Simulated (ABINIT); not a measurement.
Here is an ABINIT 10.8.3 (patched build) calculation.

File run.abi:

```
# Datasets: one volume each
ndtset 7
scalecart1 3*0.9795861087
scalecart2 3*0.9864848297
scalecart3 3*0.9932883884
scalecart4 3*1.0000000000
scalecart5 3*1.0066227096
scalecart6 3*1.0131594038
scalecart7 3*1.0196128224

# Pseudopotentials
pp_dirpath "./"
pseudos "Cd.upf, O.upf"

# Structure
acell 3*1.0
rprim
     0.0000000000     4.4399115298     4.4399115298
     4.4399115298     0.0000000000     4.4399115298
     4.4399115298     4.4399115298     0.0000000000
ntypat 2
znucl 48 8
natom 2
typat 1 2
xred
     0.0000000000     0.0000000000     0.0000000000
     0.5000000000     0.5000000000     0.5000000000

# Plane-wave basis
ecut 1387.780699 eV

# k points
kptopt 1
ngkpt 10 10 10
nshiftk 1
shiftk 0.0 0.0 0.0

# Exchange and correlation
ixc -116133

# Bands and occupations
nband 17
occopt 3
tsmear 0.05 eV

# SCF cycle
nstep 100
tolvrs 1.0e-10

# Output
iomode 3
prtwf 0
prtden 0
prteig 0
prtebands 0
```

Potentials or basis: PseudoDojo NC SR PBEsol v0.4.1 standard.

Launch:

```bash
$ mpirun --bind-to none -np 4 abinit run.abi > log 2>&1
```

(1) What does it give for the bulk modulus?

(2) What does it give for the pressure derivative of the bulk modulus?

(3) Estimate the equilibrium volume.

## Answers

(1) 145 GPa.

(2) 4.8.

(3) 12.91 Å³/atom.

Caveat: pressures at fixed basis lie under the slope of the energies.
